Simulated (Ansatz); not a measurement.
**NbC: stress in a strained cell**

Aim: deform NbC (zz strain of +2 %) and compute stress, forces and field gradients with LAPW, PAW and all-electron datasets made for the crystal.

Method: DFT PBEsol, scalar-relativistic, in Ansatz 0.2.0.

2 further runs of the same task are left out: 2 set aside as unsound or not needed.

### Step 1. Starting point

It takes space group Fm-3m (No. 225, cubic). Conventional cell: a = 4.400 Å, b = 4.400 Å, c = 4.400 Å, α = 90.00°, β = 90.00°, γ = 90.00°. Nb (site symmetry m-3m) has 6 C at 2.20 Å as nearest neighbours. Around C (site symmetry m-3m) lie 6 Nb at 2.20 Å.

Structure file:

```xyz
2
Lattice="0.0000 2.2000 2.2000 2.2000 0.0000 2.2000 2.2000 2.2000 0.0000" Properties=species:S:1:pos:R:3 pbc="T T T"
Nb    0.0000    0.0000    0.0000
C     2.2000    2.2000    2.2000
```

Atoms are numbered in the order of the input: Nb1, C2.

### Step 2. After the deformation

Space group Fm-3m before, I4/mmm after.

### Step 3. LAPW, all electrons

input.yaml

```yaml
crystal:
  lattice:
    - [0.0, 2.2, 2.244]
    - [2.2, 0.0, 2.244]
    - [2.2, 2.2, 0.0]
  atoms:
    - { symbol: Nb, position: [0.0, 0.0, 0.0] }
    - { symbol: C, position: [0.5, 0.5, 0.5] }
kpoints:
  mp_grid: { grid: [14, 14, 14] }
  band_path:
    path:
      - [0.0, 0.0, 0.0]
      - [0.0, 0.5, 0.5]
      - [0.25, 0.75, 0.5]
      - [0.0, 0.5, 0.0]
      - [0.0, 0.0, 0.0]
      - [0.5, 0.5, 0.0]
      - [0.3701460977, 0.6298539023, 0.0]
      - [-0.3701460977, 0.3701460977, 0.0]
      - [0.0, 0.0, 0.0]
    npoints: 5
scf:
  occupations: { method: fermi_dirac, width: 0.05 }
hamiltonian:
  xc: pbesol
  pseudopotentials: { kind: all_electron, lapw: { basis_error: 0.001 } }
output:
  forces: true
  stress: true
  eigenvalues: true
```

Started as:

```console
$ ansatz run input.yaml --threads 1 --pin off --max-ram 3072MiB --backend cpu --events-out ev --progress --plain --runs-dir out
```

### Step 4. Frozen-core PAW

input.yaml

```yaml
crystal:
  lattice:
    - [0.0, 2.2, 2.244]
    - [2.2, 0.0, 2.244]
    - [2.2, 2.2, 0.0]
  atoms:
    - { symbol: Nb, position: [0.0, 0.0, 0.0] }
    - { symbol: C, position: [0.5, 0.5, 0.5] }
kpoints:
  mp_grid: { grid: [14, 14, 14] }
scf:
  occupations: { method: fermi_dirac, width: 0.05 }
hamiltonian:
  xc: pbesol
  pseudopotentials: { kind: paw }
output:
  forces: true
  stress: true
  eigenvalues: true
  efg: { contact_densities: true }
```

### Step 5. Datasets made for this crystal

Changes to input.yaml since step 4:

```diff
@@ -14,3 +14,3 @@
   xc: pbesol
-  pseudopotentials: { kind: paw }
+  pseudopotentials: { kind: all_electron, datasets: crystal }
 output:
```

(Steps that only read results are left out.)

What does the calculation give? Wanted: pressure; largest shear or deviatoric stress.

**Answer**, as computed:

| quantity | value |
| --- | --- |
| pressure | LAPW 4.84, PAW 4.89, crystal datasets 4.84 GPa |
| largest shear or deviatoric stress (LAPW) | 8.07 GPa |

In words: Against the undeformed cell the largest change of stress is -14.80 GPa, in the zz component, with the atoms carried along and not relaxed. PAW: stress within 0.05 GPa of LAPW. Crystal datasets: stress within 0.01 GPa of LAPW.
